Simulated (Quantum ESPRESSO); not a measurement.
**MnSi: zone-centre phonons under several settings**

```
CELL_PARAMETERS angstrom
0.00000 2.52722 2.52722
2.52722 0.00000 2.52722
2.52722 2.52722 0.00000
ATOMIC_POSITIONS crystal
Mn 0.00000 0.00000 0.00000
Si 0.25000 0.25000 0.25000
```

The cell was built by a generator and needn't be a form met in nature.

All runs used Quantum ESPRESSO 7.5; k mesh 6 × 6 × 6; relaxed cell; collinear spin, ferromagnetic start; cutoff 612 eV; occupations cold, width 0.2 eV.

| level | potentials | volume (Å³/atom) | lowest optical mode without the field (cm⁻¹) |
| --- | --- | --- | --- |
| LDA | GBRV 1.5 LDA | 17.80 | 383 |
| PBE | GBRV 1.5 PBE | 19.95 | 330 |
| PBEsol | GBRV 1.5 PBEsol | 18.78 | 360 |
| WC | GBRV 1.5 PBE | 18.89 | 358 |
| PW91 | GBRV 1.5 PBE | ? | ? |

Problem. What stands in the row left open?

Solution. Volume 19.90 Å³/atom; lowest optical mode without the field 330 cm⁻¹.

Caveats: the mesh is thin for the phonons of a metal; the volume moved by over 15 % at a fixed basis, so the end points are rough (some runs); the potentials were made for another functional, which shifts forces and pressure (some runs).

For the row left open. Caveat: the k mesh is coarse; the mesh is thin for the phonons of a metal; the potentials were made for another functional, which shifts forces and pressure; the volume moved by over 15 % at a fixed basis, so the end points are rough.
